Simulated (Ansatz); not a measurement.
PbO, DFT, PBE, all-electron LAPW, scalar-relativistic (Ansatz 0.2.0), run on 1 thread of Arm Neoverse V1 on a shared host.

The structure comes from a relaxation in the same program, started in the rocksalt type. Whether it is a known phase or the ground state wasn't checked. The listed cell was then made from it by scaling, straining or moving an atom.

Command: `ansatz run input.yaml --threads 1 --pin off --max-ram 2048MiB --backend cpu --events-out ev --progress --plain --runs-dir out`

```yaml
crystal:
  lattice:
    - [0.0, 2.5790187441, 2.5790187441]
    - [2.5790187441, 0.0, 2.5790187441]
    - [2.5790187441, 2.5790187441, 0.0]
  atoms:
    - { symbol: Pb, position: [0.0, 0.0, 0.0] }
    - { symbol: O, position: [0.5, 0.5, 0.5] }
kpoints:
  mp_grid: { grid: [12, 12, 12] }
scf:
  occupations: { method: fermi_dirac, width: 0.05 }
hamiltonian:
  xc: pbe
  pseudopotentials: { kind: all_electron, lapw: { basis_error: 0.00025 } }
output:
  forces: true
  stress: true
  eigenvalues: true
```

Question: How large is the problem that the program sets up?

Answer: 72 irreducible k-points, 411 plane waves at Γ, 32 bands.

Question: Estimate the wall time and the peak memory.

Answer: 27 s of wall time for 9 SCF iterations, with a peak of 0.46 GiB. Times on shared machines scatter by tens of per cent.

Question: And the same cell and mesh by frozen-core PAW, asked for forces, stress, eigenvalues, efg, write_density, write_potential, elf, on the same hardware?

Answer: 4.4 s, peak memory 0.38 GiB.

Question: And the same cell and mesh by all-electron PAW (datasets made for this crystal), asked for forces, stress, eigenvalues, efg, on the same hardware?

Answer: 8.3 s, peak memory 0.49 GiB.
